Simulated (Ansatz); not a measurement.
# A sublattice moved along a line in TaN

Theory: DFT LDA, scalar-relativistic, plane waves, PAW (Ansatz). Cutoff 650 eV, Γ-centred 18×18×16 k-points, Gaussian smearing of 0.15 eV. Spin–orbit coupling is left out, which can shift energies with elements as heavy as these. No spin polarisation. Energies are free energies at this smearing, counted from the undisturbed cell; pressure is positive in compression.

Reference structure (as given, not relaxed at this level; it stands at -11.5 GPa; this form isn't the usual structure):

```
Ta N
1.0
     2.93800    0.00000    0.00000
    -1.46900    2.54438    0.00000
     0.00000    0.00000    2.88300
Ta N
1 1
Cartesian
  0.0000 1.6963 1.4415
  -1.4690 2.5444 0.0000
```

Every Ta atom is moved by x along the Cartesian unit vector (0.000, -0.762, -0.648); the cell and all other atoms stay fixed. The cell is metallic on the mesh throughout. At -12 GPa the given cell is far from its own equilibrium, so these figures belong to a strongly strained crystal.

```csv
x (Å),ΔE (meV/cell),force along x on the moved atoms (eV/Å),pressure (GPa)
-0.1000,63.8,1.27,-9.9
-0.0750,35.9,0.96,-10.6
-0.0500,16.0,0.64,-11.1
0.0000,0.0,0.00,-11.5
0.0250,4.0,-0.32,-11.4
0.0750,36.8,-0.99,-10.6
0.1000,65.9,-1.34,-9.8
```

Cost: 7 runs of about 15 core-minutes in all, on Intel Xeon Processor @ 2.50GHz (Skylake/Cascade Lake) (shared hosts).